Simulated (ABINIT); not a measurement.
# HfC (Fm-3m) in ABINIT: single point with PBE

Aim: the single point of HfC with PBE.

Program: ABINIT 10.8.3 (patched build). These are calculated values, not measurements. Logs are shortened: lines on timing, memory, paths and dates and some standing lists are left out, and cuts for length are marked. The log counts tension as positive stress, the text compression.

**1. The structure**

Symmetry: Fm-3m, No. 225, cubic system. Conventional cell: a = 4.650 Å, b = 4.650 Å, c = 4.650 Å, α = 90.00°, β = 90.00°, γ = 90.00°. Hf (site symmetry m-3m) is surrounded by 6 C at 2.33 Å. C (site symmetry m-3m) is surrounded by 6 Hf at 2.33 Å.

**2. Single point, PBE**

File run.abi:

```
# Pseudopotentials
pp_dirpath "./"
pseudos "Hf.GGA_PBE-JTH.xml, C.GGA_PBE-JTH.xml"

# Structure
acell 3*1.0 Angstrom
rprim
     0.0000000000     2.3250000000     2.3250000000
     2.3250000000     0.0000000000     2.3250000000
     2.3250000000     2.3250000000     0.0000000000
ntypat 2
znucl 72 6
natom 2
typat 1 2
xred
     0.5000000000     0.5000000000     0.5000000000
     0.0000000000     0.0000000000     0.0000000000

# Plane-wave basis
ecut 19.0
pawecutdg 38.0

# k points
kptopt 1
ngkpt 13 13 13
nshiftk 1
shiftk 0.0 0.0 0.0

# Exchange and correlation
ixc 11

# Bands and occupations
nband 12
occopt 3
tsmear 0.00183747

# SCF cycle
nstep 100
tolvrs 1.0e-9

# Output
iomode 3
prtwf 0
prtden 0
prteig 0
prtebands 0
enunit 1
```

Potentials or basis: JTH PAW PBE v2.0.

Launch:

```
> abinit run.abi > log 2>&1
```

run.abo:

```text
.Version 10.8.3 of ABINIT
 Symmetries : space group Fm -3 m (#225); Bravais cF (face-center cubic)
================================================================================
 Values of the parameters that define the memory need of the present run
     intxc =       0    ionmov =       0      iscf =      17    lmnmax =      18
     lnmax =       6     mgfft =      27  mpssoang =       3    mqgrid =    3001
     natom =       2  nloc_mem =       2    nspden =       1   nspinor =       1
    nsppol =       1      nsym =      48    n1xccc =       1    ntypat =       2
    occopt =       3   xclevel =       2
       mpw =         686          nfft =       19683          nkpt =          84
 PAW method is used; the additional fine FFT grid is defined by:
   mgfftf=        36    nfftf =     46656
================================================================================
================================================================================

--------------------------------------------------------------------------------
------------- Echo of variables that govern the present computation ------------
--------------------------------------------------------------------------------
 -outvars: echo values of preprocessed input variables --------
            acell      1.8897261259E+00  1.8897261259E+00  1.8897261259E+00 Bohr
              amu      1.78490000E+02  1.20110000E+01
             ecut      1.90000000E+01 Hartree
           enunit           1
                       outvar_i_n : Printing only first  50 k-points.
              ixc          11
                       outvar_i_n : Printing only first  50 k-points.
         kptrlatt       13    0    0      0   13    0      0    0   13
          kptrlen      8.07755967E+01
            natom           2
            nband          12
            ngfft          27      27      27
          ngfftdg          36      36      36
             nkpt          84
            nstep         100
             nsym          48
           ntypat           2
                       prtocc : prtvol=0, do not print more k-points.
           occopt           3
        pawecutdg      3.80000000E+01 Hartree
         pawxcdev           0
           prtden           0
        prtebands           0
           prteig           0
            prtwf           0
            rprim      0.0000000000E+00  2.3250000000E+00  2.3250000000E+00
                       2.3250000000E+00  0.0000000000E+00  2.3250000000E+00
                       2.3250000000E+00  2.3250000000E+00  0.0000000000E+00
          spgroup         225
           tolvrs      1.00000000E-09
           tsmear      1.83747000E-03 Hartree
            typat      1  2
           useylm           1
                       outvars : Printing only first  50 k-points.
           xangst      2.3250000000E+00  2.3250000000E+00  2.3250000000E+00
                       0.0000000000E+00  0.0000000000E+00  0.0000000000E+00
            xcart      4.3936132427E+00  4.3936132427E+00  4.3936132427E+00
                       0.0000000000E+00  0.0000000000E+00  0.0000000000E+00
             xred      5.0000000000E-01  5.0000000000E-01  5.0000000000E-01
                       0.0000000000E+00  0.0000000000E+00  0.0000000000E+00
            znucl       72.00000    6.00000

================================================================================

 chkinp: Checking input parameters for consistency.

================================================================================
== DATASET  1 ==================================================================

--- !DatasetInfo
iteration_state: {dtset: 1, }
dimensions: {natom: 2, nkpt: 84, mband: 12, nsppol: 1, nspinor: 1, nspden: 1, mpw: 686, }
cutoff_energies: {ecut:  19.0, pawecutdg:  38.0, }
electrons: {nelect:   1.60000000E+01, charge:   0.00000000E+00, occopt:   3.00000000E+00, tsmear:   1.83747000E-03, }
meta: {optdriver: 0, ionmov: 0, optcell: 0, iscf: 17, paral_kgb: 0, }
...

 Exchange-correlation functional for the present dataset will be:
  GGA: Perdew-Burke-Ernzerhof functional - ixc=11
  J.P.Perdew, K.Burke, M.Ernzerhof, PRL 77, 3865 (1996)

 Real(R)+Recip(G) space primitive vectors, cartesian coordinates (Bohr,Bohr^-1):
 R(1)=  0.0000000  4.3936132  4.3936132  G(1)= -0.1138016  0.1138016  0.1138016
 R(2)=  4.3936132  0.0000000  4.3936132  G(2)=  0.1138016 -0.1138016  0.1138016
 R(3)=  4.3936132  4.3936132  0.0000000  G(3)=  0.1138016  0.1138016 -0.1138016
 Unit cell volume ucvol=  1.6962719E+02 bohr^3
 Angles (23,13,12)=  6.00000000E+01  6.00000000E+01  6.00000000E+01 degrees

 Coarse grid specifications (used for wave-functions):

 getcut: wavevector=  0.0000  0.0000  0.0000  ngfft=  27  27  27
         ecut(hartree)=     19.000   => boxcut(ratio)=   2.13568

 Fine grid specifications (used for densities):

 getcut: wavevector=  0.0000  0.0000  0.0000  ngfft=  36  36  36
         ecut(hartree)=     38.000   => boxcut(ratio)=   2.08790

--- Pseudopotential description ------------------------------------------------
- pspini: atom type   1  psp file is ./Hf.GGA_PBE-JTH.xml
 Pseudopotential format is: paw10
 basis_size (lnmax)=  6 (lmn_size= 18), orbitals=   0   0   1   1   2   2
 Spheres core radius: rc_sph= 2.41119446
 Shapefunction is SIN type: shapef(r)=[sin(pi*r/rshp)/(pi*r/rshp)]**2
 Radius for shape functions =  2.41119446
 Compensation charge density is not taken into account in XC energy/potential

- pspini: atom type   2  psp file is ./C.GGA_PBE-JTH.xml
 Pseudopotential format is: paw10
 basis_size (lnmax)=  4 (lmn_size=  8), orbitals=   0   0   1   1
 Spheres core radius: rc_sph= 1.50736703
 Shapefunction is SIN type: shapef(r)=[sin(pi*r/rshp)/(pi*r/rshp)]**2
 Radius for shape functions =  1.30052589
 Compensation charge density is not taken into account in XC energy/potential

   1.55524723E+03                                ecore*ucvol(ha*bohr**3)
--------------------------------------------------------------------------------

[... 7 lines left out ...]

     iter   Etot(hartree)      deltaE(h)  residm     nres2
 ETOT  1  -55.172929134858    -5.517E+01 3.540E+00 1.198E+01
 ETOT  2  -55.853196966156    -6.803E-01 4.775E-02 1.588E+00
 ETOT  3  -55.851529429210     1.668E-03 7.658E-02 2.255E-01
 ETOT  4  -55.851545136940    -1.571E-05 7.081E-03 4.467E-02
 ETOT  5  -55.851399843181     1.453E-04 8.673E-03 1.197E-03
 ETOT  6  -55.851404825872    -4.983E-06 3.343E-03 2.134E-04
 ETOT  7  -55.851404450846     3.750E-07 2.438E-03 3.254E-05
 ETOT  8  -55.851404433044     1.780E-08 7.118E-04 2.573E-06
 ETOT  9  -55.851404428482     4.562E-09 5.783E-04 4.000E-07
 ETOT 10  -55.851404428458     2.344E-11 5.338E-04 1.204E-08
 ETOT 11  -55.851404428411     4.700E-11 6.465E-04 2.182E-09
 ETOT 12  -55.851404428426    -1.505E-11 3.648E-04 1.595E-09
 ETOT 13  -55.851404428421     5.294E-12 6.199E-04 6.918E-12

 At SCF step   13       nres2   =  6.92E-12 < tolvrs=  1.00E-09 =>converged.

 Cartesian components of stress tensor (hartree/bohr^3)
  sigma(1 1)=  5.99887019E-07  sigma(3 2)=  0.00000000E+00
  sigma(2 2)=  5.99887019E-07  sigma(3 1)=  0.00000000E+00
  sigma(3 3)=  5.99887019E-07  sigma(2 1)=  0.00000000E+00

--- !ResultsGS
iteration_state: {dtset: 1, }
comment   : Summary of ground state results
lattice_vectors:
- [  0.0000000,   4.3936132,   4.3936132, ]
- [  4.3936132,   0.0000000,   4.3936132, ]
- [  4.3936132,   4.3936132,   0.0000000, ]
lattice_lengths: [   6.21351,    6.21351,    6.21351, ]
lattice_angles: [ 60.000,  60.000,  60.000, ] # degrees, (23, 13, 12)
lattice_volume:   1.6962719E+02
convergence: {deltae:  5.294E-12, res2:  6.918E-12, residm:  6.199E-04, diffor: null, }
etotal    :  -5.58514044E+01
entropy   :   0.00000000E+00
fermie    :   8.82352354E-03
cartesian_stress_tensor: # hartree/bohr^3
- [  5.99887019E-07,   0.00000000E+00,   0.00000000E+00, ]
- [  0.00000000E+00,   5.99887019E-07,   0.00000000E+00, ]
- [  0.00000000E+00,   0.00000000E+00,   5.99887019E-07, ]
pressure_GPa:  -1.7649E-02
xred      :
- [  5.0000E-01,   5.0000E-01,   5.0000E-01, Hf]
- [  0.0000E+00,   0.0000E+00,   0.0000E+00,  C]
cartesian_forces: # hartree/bohr
- [ -0.00000000E+00,  -0.00000000E+00,  -0.00000000E+00, ]
- [ -0.00000000E+00,  -0.00000000E+00,  -0.00000000E+00, ]
force_length_stats: {min:   0.00000000E+00, max:   0.00000000E+00, mean:   0.00000000E+00, }
...

 Integrated electronic density in atomic spheres:
 ------------------------------------------------
 Atom  Sphere_radius  Integrated_density
    1        2.41119          9.59179843
    2        1.50737          2.43217397

================================================================================

 ----iterations are completed or convergence reached----

 Mean square residual over all n,k,spin=   12.005E-07; max=  61.987E-05
 reduced coordinates (array xred) for    2 atoms
       0.500000000000      0.500000000000      0.500000000000
       0.000000000000      0.000000000000      0.000000000000
 rms dE/dt=  0.0000E+00; max dE/dt=  0.0000E+00; dE/dt below (all hartree)
    1       0.000000000000      0.000000000000      0.000000000000
    2       0.000000000000      0.000000000000      0.000000000000

 cartesian coordinates (angstrom) at end:
    1      2.32500000000000     2.32500000000000     2.32500000000000
    2      0.00000000000000     0.00000000000000     0.00000000000000

 cartesian forces (hartree/bohr) at end:
    1     -0.00000000000000    -0.00000000000000    -0.00000000000000
    2     -0.00000000000000    -0.00000000000000    -0.00000000000000
 frms,max,avg= 0.0000000E+00 0.0000000E+00   0.000E+00  0.000E+00  0.000E+00 h/b

 cartesian forces (eV/Angstrom) at end:
    1     -0.00000000000000    -0.00000000000000    -0.00000000000000
    2     -0.00000000000000    -0.00000000000000    -0.00000000000000
 frms,max,avg= 0.0000000E+00 0.0000000E+00   0.000E+00  0.000E+00  0.000E+00 e/A
 length scales=  1.889726125908  1.889726125908  1.889726125908 bohr
              =  1.000000000000  1.000000000000  1.000000000000 angstroms
 Fermi (or HOMO) energy (eV) =   0.24010   Average Vxc (eV)= -12.41533
 Eigenvalues (   eV  ) for nkpt=  84  k points:
 kpt#   1, nband= 12, wtk=  0.00046, kpt=  0.0000  0.0000  0.0000 (reduced coord)
 -60.84942  -29.28489  -29.28489  -29.28489  -12.04782    1.26245    1.26245    1.26245
   1.65590    1.65590    1.65590    3.66172
 prteigrs : prtvol=0 or 1, do not print more k-points.

--- !EnergyTerms
iteration_state     : {dtset: 1, }
comment             : Components of total free energy in Hartree
kinetic             :  8.57654327438827E+00
hartree             :  5.78936624101429E+00
xc                  : -1.11992432086955E+01
Ewald energy        : -4.76937911062967E+01
psp_core            :  9.16861988588257E+00
local_psp           : -1.34407162342070E+00
PAW spherical_terms : -1.91487445358448E+01
internal            : -5.58513210729726E+01
'-kT*entropy'       : -8.36342288925791E-05
total_energy        : -5.58514047072015E+01
total_energy_eV     : -1.51979414586826E+03
...

--- !EnergyTermsDC
iteration_state     : {dtset: 1, }
comment             : '"Double-counting" decomposition of free energy'
band_energy         : -1.22392814233644E+01
Ewald energy        : -4.76937911062967E+01
psp_core            :  9.16861988588257E+00
xc_dc               : -1.08127993592519E+01
PAW spherical_terms :  5.72593120883820E+00
internal            : -5.58513207941923E+01
'-kT*entropy'       : -8.36342288925791E-05
total_energy_dc     : -5.58514044284212E+01
total_energy_dc_eV  : -1.51979413828226E+03
...

--- !EnergyTermsWithPAWCore
iteration_state     : {dtset: 1, }
comment             : 'Components of total free energy, including PAW core contributions'
Total energy        : -1.51166589921220E+04
Total energy DC     : -1.51166589918432E+04
Total energy (eV)   : -4.11345246583413E+05
Total energy DC (eV): -4.11345246575827E+05
...

 Cartesian components of stress tensor (hartree/bohr^3)
  sigma(1 1)=  5.99887019E-07  sigma(3 2)=  0.00000000E+00
  sigma(2 2)=  5.99887019E-07  sigma(3 1)=  0.00000000E+00
  sigma(3 3)=  5.99887019E-07  sigma(2 1)=  0.00000000E+00

-Cartesian components of stress tensor (GPa)         [Pressure= -1.7649E-02 GPa]
- sigma(1 1)=  1.76492854E-02  sigma(3 2)=  0.00000000E+00
- sigma(2 2)=  1.76492854E-02  sigma(3 1)=  0.00000000E+00
- sigma(3 3)=  1.76492854E-02  sigma(2 1)=  0.00000000E+00

== END DATASET(S) ==============================================================
================================================================================

 -outvars: echo values of variables after computation  --------
            acell      1.8897261259E+00  1.8897261259E+00  1.8897261259E+00 Bohr
           etotal     -5.5851404428E+01
            fcart     -0.0000000000E+00 -0.0000000000E+00 -0.0000000000E+00
                      -0.0000000000E+00 -0.0000000000E+00 -0.0000000000E+00
            rprim      0.0000000000E+00  2.3250000000E+00  2.3250000000E+00
                       2.3250000000E+00  0.0000000000E+00  2.3250000000E+00
                       2.3250000000E+00  2.3250000000E+00  0.0000000000E+00
           strten      5.9988701862E-07  5.9988701862E-07  5.9988701862E-07
                       0.0000000000E+00  0.0000000000E+00  0.0000000000E+00
           xangst      2.3250000000E+00  2.3250000000E+00  2.3250000000E+00
                       0.0000000000E+00  0.0000000000E+00  0.0000000000E+00
             xred      5.0000000000E-01  5.0000000000E-01  5.0000000000E-01
                       0.0000000000E+00  0.0000000000E+00  0.0000000000E+00
 Calculation completed.
```

It took 29 s on 1 thread of Arm Neoverse V1, shared host; peak memory 0.12 GiB.

What came out:

```yaml
Free_energy: -1519.7941 eV
Pressure: 0.0 GPa
Band_gap_on_the_k_mesh: none (metal or under the smearing width)
Valence_electrons_inside_the_program's_atomic_spheres: Hf 9.59; C 2.43
```

The run has no spin-orbit coupling, so splittings on Hf are missing.
